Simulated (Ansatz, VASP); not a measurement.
Two plane-wave programs on SiC

```
CELL_PARAMETERS angstrom
3.02907 0.00000 0.00000
-1.51453 2.62325 0.00000
0.00000 0.00000 5.04817
ATOMIC_POSITIONS crystal
Si 0.33333 0.66667 0.00460
Si 0.66667 0.33333 0.50460
C 0.33333 0.66667 0.38040
C 0.66667 0.33333 0.88040
```

Change from the starting cell: strain -0.0150 x Voigt [1, 1, 0, 0, 0, 0], atoms carried along.

Alike in both runs: task single point; functional r2SCAN; k mesh 12 × 12 × 6; occupations gaussian, width 0.05 eV; no spin polarisation.

```csv
,VASP,Ansatz
version,VASP 6.6.1,Ansatz 0.2.0
potentials or method,"VASP PAW PBE potentials, release 64 (Si, C)","scalar-relativistic, plane waves, PAW"
plane-wave cutoff (eV),520,500
valence electrons in the cell,16,16
```

|  | VASP | Ansatz | Ansatz less VASP |
| --- | --- | --- | --- |
| gap on the k mesh at the Fermi level (eV) | 2.55 | 2.54 | -0.006 |
| least direct gap on the mesh (eV) | 4.70 | 4.69 | -0.010 |
| pressure (GPa) | 7.3 | 7.5 | +0.21 |
| largest component of the traceless stress (GPa) | 6.43 | 6.41 | -0.016 |
| rms of the force components (eV/Å) | 0.090 | 0.091 | +0.0010 |

Atom by atom the forces differ by 0.001 eV/Å (rms over components). The functional is the same, so the differences come from potentials, cutoffs and numerics.

Caveats: the PAW data sets were made with another functional, which shifts forces and pressure a little (VASP). A k mesh can miss the band edges.
